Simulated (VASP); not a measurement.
The system is TiO.

```
Ti O
1.0
     3.00939    0.00000    0.00000
     0.00000    3.00939    0.00000
     0.00000    0.00000    3.68042
Ti O
1 1
Direct
  0.00000 0.00000 0.00000
  0.00000 0.00000 0.50000
```

The cell was built by a generator and needn't be a form met in nature.

- Program: VASP 6.6.1
- Task: relaxation of cell and atoms
- Functional: LDA
- Potentials or basis: VASP PAW LDA potentials, release 64 (Ti_sv, O)
- Cutoff: 600 eV
- k mesh: 9 × 9 × 7
- Occupations: fermi-dirac, width 0.05 eV
- Spin: no spin polarisation

At the start: pressure -6.5 GPa; volume 16.67 Å³/atom.

Question: How do energy, volume and symmetry change on relaxing?

Answer: Over 7 steps the energy falls by 25.7 meV/atom and the volume is 15.17 Å³/atom (-9.0 %); space group P4/mmm (No. 123, to 0.05 Å).

Step by step:
| step | energy change (eV) | largest force (eV/Å) | pressure (GPa) | volume (Å³) |
| --- | --- | --- | --- | --- |
| 1 | 0.0000 | 0.0000 | -6.47 | 33.33 |
| 2 | 0.1816 | 0.0000 | 16.65 | 30.17 |
| 3 | -0.0223 | 0.0000 | -1.89 | 32.52 |
| 4 | -0.0224 | 0.0000 | -1.63 | 32.48 |
| 5 | -0.0458 | 0.0000 | -0.80 | 31.25 |
| 6 | -0.0514 | 0.0000 | -0.02 | 30.40 |
| 7 | -0.0514 | 0.0000 | 0.04 | 30.35 |

Final structure:
```xyz
2
Lattice="2.8895 0.0000 0.0000 0.0000 2.8895 0.0000 0.0000 0.0000 3.6348" Properties=species:S:1:pos:R:3 pbc="T T T"
Ti    0.0000    0.0000    0.0000
O     0.0000    0.0000    1.8174
```
